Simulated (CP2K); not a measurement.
MoS2:

```
Mo S
1.0
     3.22746    0.00000    0.00000
    -1.61373    2.79507    0.00000
     0.00000    0.00000    6.31247
Mo S
1 2
Direct
  0.00000 0.00000 0.50000
  0.66667 0.33333 0.74468
  0.33333 0.66667 0.25532
```

Measurements of this composition are mostly on another form, of space group No. 194.

Program: CP2K 2026.2. Alike in all runs: task band structure; no spin polarisation; cell as given; k mesh 9 × 9 × 4.

Order these runs on this cell by their pressure, lowest first.
A. level PBEsol; potentials or basis POTENTIAL_UZH Mo GTH-PBE-q14, S GTH-PBE-q6; TZVP-MOLOPT-PBE-GTH basis; smearing fermi-dirac 0.0259 eV; NGRIDS 5; points a segment of the path (NPOINTS) 6; bands added on the path 6
B. level PBE; potentials or basis POTENTIAL_UZH Mo GTH-PBE-q14, S GTH-PBE-q6; TZVP-MOLOPT-PBE-GTH basis; smearing fermi-dirac 0.01 eV; NGRIDS 4; points a segment of the path (NPOINTS) 8; bands added on the path 4
C. level LDA; potentials or basis GTH_POTENTIALS Mo GTH-PADE-q14, S GTH-PADE-q6; TZVP-MOLOPT-PBE-GTH basis; smearing fermi-dirac 0.01 eV; NGRIDS 4; points a segment of the path (NPOINTS) 8; bands added on the path 6

C (-5.2 GPa), A (-1.6 GPa), B (2.2 GPa).

Caveats: the basis of atomic orbitals isn't converged, which shifts pressures, moduli and gaps; this functional lacks dispersion, which binds the layers, so the pressure and a relaxed spacing across them are unreliable (some runs); the potentials were made for another functional, which shifts forces and pressure (some runs).
